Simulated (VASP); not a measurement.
# From VASP inputs to Ansatz: GaSb (rocksalt)

INCAR

```
GGA = CA
EDIFFG = -5E-3
ISIF = 3
NELM = 120
ENCUT = 600
ISMEAR = -1
IBRION = 2
LCHARG = .FALSE.
NSW = 40
NBANDS = 16
SIGMA = 0.02
LREAL = .FALSE.
LASPH = .TRUE.
EDIFF = 1E-7
PREC = Accurate
LWAVE = .FALSE.
```

KPOINTS

```
KPOINTS created by Atomic Simulation Environment
0
Gamma
8 8 8
0 0 0
```

POSCAR

```
Ga Sb
 1.0000000000000000
    -0.0000000000000000    2.9025052248746062    2.9025052248746062
     2.9025052248746062    0.0000000000000000    2.9025052248746062
     2.9025052248746062    2.9025052248746062   -0.0000000000000000
 Ga  Sb
   1   1
Cartesian
 -0.0000000000000000 -0.0000000000000000 -0.0000000000000000
  2.9025052248746062  2.9025052248746062  2.9025052248746062
```

VASP ran with the recommended LDA PAW datasets (18 valence electrons in the cell).

**Question.** Translate these files to an Ansatz input.

**Answer.** 

```yaml
crystal:
  lattice:
    - [0.0, 2.9025052249, 2.9025052249]
    - [2.9025052249, 0.0, 2.9025052249]
    - [2.9025052249, 2.9025052249, 0.0]
  atoms:
    - { symbol: Ga, position: [0.0, 0.0, 0.0] }
    - { symbol: Sb, position: [0.5, 0.5, 0.5] }
kpoints:
  mp_grid: { grid: [8, 8, 8] }
hamiltonian:
  xc: lda
scf:
  occupations: { method: fermi_dirac, width: 0.02 }
relax:
  f_tol: 0.005
  cell: {}
```

Other inputs would serve too.

```tsv
	VASP	Ansatz
relaxed cell vector lengths	3.999, 3.999, 3.999 Å	3.996, 3.996, 3.996 Å
relaxed cell volume	45.24 Å³	45.11 Å³
```

The two codes use different PAW datasets and cutoffs. VASP's cell holds 18 valence electrons and Ansatz's 28. LDA means the Perdew–Zunger form with relativistic exchange in VASP and the Perdew–Wang form in Ansatz.
